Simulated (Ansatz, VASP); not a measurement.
Given: the input of a run of Ansatz 0.2.0 on GaSb.

Contents of input.yaml:

```yaml
crystal:
  lattice:
    - [-1.555901, 2.675003, 2.893313]
    - [1.555901, -2.675003, 2.893313]
    - [1.555901, 2.675003, -2.893313]
  atoms:
    - { symbol: Sb, position: [0.5, 0.5, 0.0] }
    - { symbol: Ga, position: [0.0, 0.0, 0.0] }
kpoints:
  mp_grid: { grid: [10, 10, 10] }
scf:
  occupations: { method: fermi_dirac, width: 0.05 }
hamiltonian:
  xc: pbe
  pseudopotentials: { kind: all_electron, lapw: { basis_error: 0.001 } }
output:
  forces: true
  stress: true
  eigenvalues: true
  populations: true
```

Potentials or basis: all-electron LAPW, scalar-relativistic.

Command:

```sh
$ ansatz run input.yaml --threads 1 --pin off --max-ram 3072MiB --backend cpu --events-out ev --progress --plain --runs-dir out
```

Task: Translate it to VASP 6.6.1. Potentials there: VASP PAW PBE potentials, release 64 (Sb, Ga_d).

Result: As run (the cutoff follows the program's own potentials):

INCAR

```
PREC = Accurate
ENCUT = 520
EDIFF = 1E-6
ISMEAR = -1
SIGMA = 0.05
LREAL = False
LASPH = True
NELM = 80
ALGO = Normal
ISIF = 2
LWAVE = False
LCHARG = False
GGA = PE
NBANDS = 16
```

Contents of KPOINTS:

```
Automatic mesh
0
Gamma
  10 10 10
```

The input POSCAR:

```
GaSb
1.0
   -1.5559010000      2.6750030000      2.8933130000
    1.5559010000     -2.6750030000      2.8933130000
    1.5559010000      2.6750030000     -2.8933130000
Sb Ga
1 1
Direct
    0.5000000000      0.5000000000      0.0000000000
    0.0000000000      0.0000000000      0.0000000000
```

Potentials or basis: VASP PAW PBE potentials, release 64 (Sb, Ga_d).

Run with:

```sh
$ cat potpaw_PBE.64/Sb/POTCAR potpaw_PBE.64/Ga_d/POTCAR > POTCAR
$ mpirun -np 1 vasp_std > vasp.out
```

Both were run:

|  | VASP | Ansatz | Ansatz less VASP |
| --- | --- | --- | --- |
| gap on the k mesh at the Fermi level (eV) | none | none | - |
| pressure (GPa) | -0.1 | -0.1 | +0.01 |
| largest component of the traceless stress (GPa) | 1.00 | 1.03 | +0.024 |

A gap of «none» marks a metal or a gap that the smearing closes. Ansatz ran all-electron here, so the differences hold the error of VASP's frozen core and of both bases.

Spin-orbit coupling is left out, which matters for the levels of Sb.
